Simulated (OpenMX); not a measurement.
## MoS2 under changes of volume

One of the cells (18.083 Å³/atom); the others are scaled copies at fixed shape and fractional positions:

```xyz
3
Lattice="1.5905 0.9183 6.1907 -1.5905 0.9183 6.1907 0.0000 -1.8365 6.1907" Properties=species:S:1:pos:R:3 pbc="T T T"
Mo    0.0000    0.0000    0.0000
S     0.0000    0.0000    7.7446
S     0.0000    0.0000    4.6430
```

Measurements of this composition are mostly on another form, of space group No. 194.

```yaml
Program: OpenMX 3.8.5
Functional: PBE
Potentials_or_basis: OpenMX 2013 PBE set, Mo7.0-s3p2d2, S7.0-s2p2d1f1, fixed grid of 32 × 32 × 32 points
k_mesh: 11 × 11 × 11
Occupations: fermi-dirac, width 0.05 eV
Spin: no spin polarisation
```

```tsv
volume (Å³/atom)	energy over the lowest point (meV/atom)	gap on the mesh (eV)	largest force (eV/Å)
16.664	129.83	0.89	2.257
17.019	87.36	0.91	1.815
17.373	54.40	0.93	1.407
18.083	13.25	0.96	0.679
18.437	?	?	?
18.792	0.00	0.97	0.108
```

Q: What does the run at 18.437 Å³/atom give?

A: Energy over the lowest point 3.52 meV/atom; gap on the mesh 0.97 eV; largest force 0.351 eV/Å.

Worked out: A Birch-Murnaghan fit of order 3 (a polynomial in V^(-2/3)) to the other rows has its minimum at 18.83 Å³/atom, just outside them, with B0 = V·E''(V) = 134 GPa and B' = 4.4 at fixed shape and positions, which overstates the stiffness. It gives 3.50 meV/atom at 18.437 Å³/atom, against the run's 3.52. A parabola through the other rows of the gap, of slope 0.338 eV per unit of ln V there, gives 0.97 eV, against the run's 0.97.

Energies are extrapolated to zero smearing.

Caveats: an odd mesh through Γ misses points on the zone boundary, where band edges often lie; the basis of atomic orbitals isn't converged, which shifts pressures, moduli and gaps; forces of over 1 eV/Å show positions far from the minimum, so gaps and moduli don't describe the material at rest (some runs). Spin-orbit coupling on Mo is left out.
